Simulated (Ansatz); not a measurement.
**Moving the functional in MgO2**

The cell as given:

```yaml
crystal:
  lattice:
    - [4.82861, 0.00000, 0.00000]
    - [0.00000, 4.82861, 0.00000]
    - [0.00000, 0.00000, 4.82861]
  atoms:
    - { symbol: Mg, position: [0.00000, 0.00000, 0.00000] }
    - { symbol: Mg, position: [0.50000, 0.00000, 0.50000] }
    - { symbol: Mg, position: [0.50000, 0.50000, 0.00000] }
    - { symbol: Mg, position: [0.00000, 0.50000, 0.50000] }
    - { symbol: O, position: [0.58942, 0.91058, 0.08942] }
    - { symbol: O, position: [0.91058, 0.08942, 0.58942] }
    - { symbol: O, position: [0.08942, 0.58942, 0.91058] }
    - { symbol: O, position: [0.41058, 0.41058, 0.41058] }
    - { symbol: O, position: [0.58942, 0.58942, 0.58942] }
    - { symbol: O, position: [0.91058, 0.41058, 0.08942] }
    - { symbol: O, position: [0.08942, 0.91058, 0.41058] }
    - { symbol: O, position: [0.41058, 0.08942, 0.91058] }
```

The cell is a database's computed one, not the measured one.

Kept alike: task relaxation of cell and atoms; k mesh 6 × 6 × 6; occupations fermi-dirac, width 0.05 eV; no spin polarisation. Program: Ansatz, Ansatz PAW. Cutoffs run from 420 to 500 eV. The mesh is that of the run's cell of 12 atoms. No spin-orbit coupling.

| run | band gap (eV) | volume (Å³/atom) |
| --- | --- | --- |
| A | 4.712 | 9.414 |
| B | 3.763 | 9.963 |
| C | 3.974 | 9.454 |
| D | 4.128 | 9.066 |

Gaps hold for each row's own relaxed cell. The relaxations keep at least the cell's symmetry (Pa-3). Relaxations stop with a little pressure left, so the last digits of a volume or edge aren't settled. Ansatz's relaxations hold a Pulay term in the stress (up to 1.2 GPa here). A gap read on the mesh alone can miss an edge between its points. All rows use potentials made for PBE.

Problem. The runs differ in the functional (and the cutoff that goes with it) alone: BLYP; LDA; PBEsol; r2SCAN. Which run is which?

Solution. Run A is r2SCAN; run B is BLYP; run C is PBEsol; run D is LDA. The band gap runs from 3.763 (BLYP) to 4.712 eV (r2SCAN). The volume runs from 9.066 (LDA) to 9.963 Å³/atom (BLYP).

The volumes pick out LDA, which overbinds, and BLYP, whose gradient correction favours looser ionic packing. PBEsol and r2SCAN lie too close in volume to be told apart that way, and it is the gap that separates them: 3.974 against 4.712 eV. So small a difference in volume can hardly account for this. The likelier source is r2SCAN's dependence on the kinetic-energy density, which gives an orbital-dependent potential and usually widens gaps.

Among the other three runs the gap falls as the cell expands, an order that r2SCAN breaks. In an ionic peroxide the valence edge is made of filled O–O π* states, and the empty σ* state of the same pair lies at or near the conduction edge. The gap should therefore follow the length of the O–O bond more closely than the Mg–O spacing, which largely sets the volume. This suggests that BLYP's small gap comes partly from a longer O–O bond and a lower σ* level, which the relaxed bond lengths would test.
